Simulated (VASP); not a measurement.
Mo:

```
Mo
1.0
    -1.58381    1.58381    1.58381
     1.58381   -1.58381    1.58381
     1.58381    1.58381   -1.58381
Mo
1
Direct
  0.00000 0.00000 0.00000
```

Base run:

- Program: VASP 6.6.1
- Functional: PBEsol
- Potentials or basis: VASP PAW PBE potentials, release 64 (Mo_sv)
- Cutoff: 520 eV
- k mesh: 12 × 12 × 12
- Occupations: fermi-dirac, width 0.05 eV
- Spin: no spin polarisation

Its results: band gap on the k mesh none (metal or under the smearing width); pressure -9.1 GPa.

**Question.** After a change of settings the same cell gave: band gap on the k mesh none (metal or under the smearing width); pressure -0.1 GPa. Which change was it?
A. functional from PBEsol to BEEF-vdW; further incar settings from ALGO = Normal; EDIFF = 1e-07; NBANDS = 13 to ALGO = Normal; EDIFF = 1e-06; NBANDS = 55
B. functional from PBEsol to PBE
C. functional from PBEsol to r2SCAN; further incar settings from ALGO = Normal; EDIFF = 1e-07; NBANDS = 13 to ALGO = Normal; EDIFF = 1e-06; NBANDS = 13

**Answer.** A.

Caveats: the PAW data sets were made with another functional, which shifts forces and pressure a little.

Not every run made on this cell is shown here.
